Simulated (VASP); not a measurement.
# GaAs (F-43m) in VASP: further runs, part 3 of 3

VASP 6.6.1.

## (5) Single point, PBEsol (cell and atoms relaxed tightly for response)

Input file INCAR:

```
ALGO = Normal
EDIFF = 1E-6
ENCUT = 520
GGA = PS
ISIF = 2
ISMEAR = 0
LASPH = True
LCHARG = True
LELF = True
LREAL = False
LVHAR = True
LWAVE = False
NBANDS = 16
NELM = 60
PREC = Accurate
SIGMA = 0.01
```

Input file KPOINTS:

```
k-points
0
Gamma
  12 12 12
```

Input file POSCAR:

```
GaAs
1.0
    0.0000000000      2.8295586954      2.8295586954
    2.8295586954      0.0000000000      2.8295586954
    2.8295586954      2.8295586954      0.0000000000
Ga As
1 1
Direct
    0.0000000000      0.0000000000      0.0000000000
    0.2500000000      0.2500000000      0.2500000000
```

Potentials or basis: VASP PAW PBE potentials, release 64 (Ga_d, As).

The run is started by

```
$ cat potpaw_PBE.64/Ga_d/POTCAR potpaw_PBE.64/As/POTCAR > POTCAR
$ mpirun -np 1 vasp_std > vasp.out
```

OUTCAR:

```text
EDIFF = 1E-6
   ENCUT = 520
   GGA = PS
   ISIF = 2
   ISMEAR = 0
   LASPH = True
   LREAL = False
   NELM = 60
   PREC = Accurate

 ion  position               nearest neighbor table
   1  0.000  0.000  0.000-   2 2.45   2 2.45   2 2.45   2 2.45
   2  0.250  0.250  0.250-   1 2.45   1 2.45   1 2.45   1 2.45

  LATTYP: Found a face centered cubic cell.
 ALAT       =     5.6591173908

  Lattice vectors:

 A1 = (   0.0000000000,   2.8295586954,   2.8295586954)
 A2 = (   2.8295586954,   0.0000000000,   2.8295586954)
 A3 = (   2.8295586954,   2.8295586954,   0.0000000000)

Analysis of symmetry for initial positions (statically):
=====================================================================
 Subroutine PRICEL returns:
 Original cell was already a primitive cell.

 Routine SETGRP: Setting up the symmetry group for a
 face centered cubic supercell.

 Subroutine GETGRP returns: Found 24 space group operations
 (whereof 24 operations were pure point group operations)
 out of a pool of 48 trial point group operations.

The static configuration has the point symmetry T_d .

[... 159 lines left out ...]

  energy without entropy =       -9.09252745  energy(sigma->0) =       -9.09252745

 E-fermi :   3.8356     XC(G=0):  -9.7604

 val. band max:        3.7763968325   @ k =   0.0000   0.0000   0.0000
 cond. band min:       4.2112380738   @ k =   0.0000   0.0000   0.0000
 fundamental gap:      0.4348412412
 Fermi energy:         3.8355787310

 k-point     1 :       0.0000    0.0000    0.0000
  band No.  band energies     occupation
      1     -10.9914      2.00000
      2     -10.9914      2.00000
      3     -10.9914      2.00000
      4     -10.9120      2.00000
      5     -10.9120      2.00000
      6      -8.9552      2.00000
[... 433 lines left out ...]
      3     -10.9648      2.00000
      4     -10.9129      2.00000
      5     -10.9093      2.00000
      6      -6.9976      2.00000
[... 8 lines left out ...]
     15      14.0853      0.00000
     16      14.7545      0.00000

 [... further k-points ...]

------------------------ aborting loop because EDIFF is reached ----------------------------------------

  FORCE on cell =-STRESS in cart. coord.  units (eV):
  Direction    XX          YY          ZZ          XY          YZ          ZX
  --------------------------------------------------------------------------------------
  -------------------------------------------------------------------------------------
  Total        0.0468115      0.0468115      0.0468115     -0.0000000      0.0000000     -0.0000000
  in kB        1.6553029      1.6553029      1.6553029     -0.0000000      0.0000000     -0.0000000
  external PRESSURE =       1.6553029 kB  Pullay stress =       0.0000000 kB

 VOLUME and BASIS-vectors are now :
 -----------------------------------------------------------------------------
  energy-cutoff  :      520.00
  volume of cell :       45.31
      direct lattice vectors                 reciprocal lattice vectors
     0.000000000  2.829558695  2.829558695    -0.176706000  0.176706000  0.176706000
     2.829558695  0.000000000  2.829558695     0.176706000 -0.176706000  0.176706000
     2.829558695  2.829558695  0.000000000     0.176706000  0.176706000 -0.176706000

 POSITION                                       TOTAL-FORCE (eV/Angst)
 -----------------------------------------------------------------------------------
      0.00000      0.00000      0.00000         0.000000      0.000000      0.000000
      1.41478      1.41478      1.41478        -0.000000     -0.000000     -0.000000
 -----------------------------------------------------------------------------------
    total drift:                                0.000000      0.000000      0.000000

  FREE ENERGIE OF THE ION-ELECTRON SYSTEM (eV)
  ---------------------------------------------------
  free  energy   TOTEN  =        -9.0925274476 eV

  energy  without entropy=       -9.0925274476  energy(sigma->0) =       -9.09252745
```

stdout:

```text
POSCAR found type information on POSCAR GaAs
 POSCAR found :  2 types and       2 ions
 scaLAPACK will be used
 -----------------------------------------------------------------------------
|                                                                             |
|                                                                             |
|     You enforced a specific xc type in the INCAR file but a different       |
|     I HOPE YOU KNOW WHAT YOU ARE DOING!                                     |
|                                                                             |
 -----------------------------------------------------------------------------

 LDA part: xc-table for (Slater+PW92), standard interpolation
 POSCAR, INCAR and KPOINTS ok, starting setup
 FFT: planning ... GRIDC
 FFT: planning ... GRID_SOFT
 FFT: planning ... GRID
 WAVECAR not read
 entering main loop
```

Wall time 39 s (1 thread of Intel Xeon Platinum 8488C (Sapphire Rapids), shared host); peak memory 0.2 GiB.

Results:

```yaml
Free_energy: -9.0925 eV
Pressure: 0.2 GPa
Band_gap_on_the_k_mesh: 0.43 eV, direct
```

Levels at points of the mesh, in eV from the valence-band top:
```csv
k point,band 6,band 7,band 8,band 9,band 10,band 11,band 12,band 13
"(0.00, 0.00, 0.00)",-12.73,0.00,0.00,0.00,0.43,3.69,3.69,3.69
"(0.50, 0.00, 0.00)",-10.96,-6.66,-1.14,-1.14,0.92,4.58,4.58,7.58
"(0.50, 0.50, 0.00)",-10.22,-6.84,-2.69,-2.69,1.36,1.57,10.11,10.11
```

Caveat: the PAW data sets were made with another functional, which shifts forces and pressure a little.

## (6) Relaxation of cell and atoms, PBEsol (cell and atoms relaxed tightly for response)

Input file INCAR:

```
SYSTEM = GaAs
PREC = Accurate
ENCUT = 600
EDIFF = 1E-6
ISMEAR = 0
SIGMA = 0.01
LREAL = .FALSE.
LASPH = .TRUE.
NELM = 80
ALGO = Fast
ISIF = 3
LWAVE = .FALSE.
LCHARG = .FALSE.
GGA = PS
IBRION = 2
NSW = 80
EDIFFG = -0.001
```

Input file KPOINTS:

```
Automatic mesh
0
G
  12 12 12
  0 0 0
```

Input file POSCAR:

```
GaAs
1.0
    0.0000000000      2.8291375000      2.8291375000
    2.8291375000      0.0000000000      2.8291375000
    2.8291375000      2.8291375000      0.0000000000
Ga As
1 1
Direct
    0.0000000000      0.0000000000      0.0000000000
    0.2500000000      0.2500000000      0.2500000000
```

Potentials or basis: VASP PAW PBE potentials, release 64 (Ga_d, As).

The run is started by

```
$ cat potpaw_PBE.64/Ga_d/POTCAR potpaw_PBE.64/As/POTCAR > POTCAR
$ mpirun -np 1 vasp_std > vasp.out
```

It took 70 s on 1 thread of Intel Xeon Platinum 8488C (Sapphire Rapids), shared host; peak memory 0.22 GiB.

It converged, with:

```
Free energy                            : -9.0925 eV
Relaxed volume                         : 22.71 Å³/atom
Relaxed cell                           : a = 4.005 Å, b = 4.005 Å, c = 4.005 Å, α = 60.00°, β = 60.00°, γ = 60.00°
Space group after relaxing (to 0.05 Å) : F-43m (No. 216)
Energy gained by relaxing              : 0.0 meV/atom
Ionic steps                            : 6
Pressure after relaxing                : 0.0 GPa
Band gap on the k mesh                 : 0.42 eV, direct
```

Final structure:
```
CELL_PARAMETERS angstrom
0.00000 2.83183 2.83183
2.83183 0.00000 2.83183
2.83183 2.83183 0.00000
ATOMIC_POSITIONS crystal
Ga 0.00000 0.00000 0.00000
As 0.25000 0.25000 0.25000
```

Levels at points of the mesh, in eV from the valence-band top:
| k point | band 6 | band 7 | band 8 | band 9 | band 10 | band 11 | band 12 | band 13 |
| --- | --- | --- | --- | --- | --- | --- | --- | --- |
| (0.00, 0.00, 0.00) | -12.71 | 0.00 | 0.00 | 0.00 | 0.42 | 3.69 | 3.69 | 3.69 |
| (0.50, 0.00, 0.00) | -10.95 | -6.65 | -1.14 | -1.14 | 0.91 | 4.58 | 4.58 | 7.58 |
| (0.50, 0.50, 0.00) | -10.22 | -6.82 | -2.68 | -2.68 | 1.36 | 1.58 | 10.09 | 10.09 |

Caveat: the PAW data sets were made with another functional, which shifts forces and pressure a little. A k mesh can miss the band edges.

## (7) Summary

| task | cell | k mesh | cutoff (eV) | smearing | gap on the mesh (eV) | pressure (GPa) | relaxed volume (Å³/atom) |
| --- | --- | --- | --- | --- | --- | --- | --- |
| single point | F-43m, 22.64 Å³/atom | 12 × 12 × 12 | 520 | gaussian 0.02 eV | 0.44 | 0.2 | - |
| relaxation of cell and atoms | relaxed | 12 × 12 × 12 | 600 | gaussian 0.02 eV | 0.42 | 0.0 | 22.70 |
| single point | F-43m, 22.59 Å³/atom | 6 × 6 × 6 | 520 | gaussian 0.1 eV | 0.45 | 0.3 | - |
| single point | cell and atoms relaxed tightly for response | 12 × 12 × 12 | 520 | gaussian 0.01 eV | 0.43 | 0.2 | - |
| relaxation of cell and atoms | relaxed from: cell and atoms relaxed tightly for response | 12 × 12 × 12 | 600 | gaussian 0.01 eV | 0.42 | 0.0 | 22.71 |

Alike in all rows: level PBEsol; potentials or basis VASP PAW PBE potentials, release 64 (Ga_d, As); no spin polarisation.

Caveats: the PAW data sets were made with another functional, which shifts forces and pressure a little.

Absolute energies hang on the potentials; compare differences alone.

## (8) Against experiment

Step 2. A measured gap of GaAs is 1.412 eV (direct; 300 K; “Evidence of valence band perturbations in GaAsN/GaAs(001): A combined variable-angle spectroscopic ellipsometry and modulated photoreflectance investigation”, 2008, arxiv:0805.2212); the calculated 0.44 eV misses it by -0.97 eV. 3 values of this kind are on record (1.412 to 1.51 eV); this one was drawn at random among those near their median, those with a stated uncertainty first. Spin-orbit coupling on As, Ga is left out. The value is that of PBEsol on a finite k mesh, which can miss the band edges, without temperature or zero-point motion. Semilocal functionals fall short of measured gaps as a rule.

Step 4. Against the measured gap of GaAs, 1.418 eV (direct; 300 K; “Evidence of valence band perturbations in GaAsN/GaAs(001): A combined variable-angle spectroscopic ellipsometry and modulated photoreflectance investigation”, 2008, arxiv:0805.2212), the calculated 0.45 eV is off by -0.97 eV. 3 values of this kind are on record (1.412 to 1.51 eV); this one was drawn at random among those near their median, those with a stated uncertainty first. Spin-orbit coupling on As, Ga is left out. The value is that of PBEsol on a finite k mesh, which can miss the band edges, without temperature or zero-point motion. Semilocal functionals fall short of measured gaps as a rule.
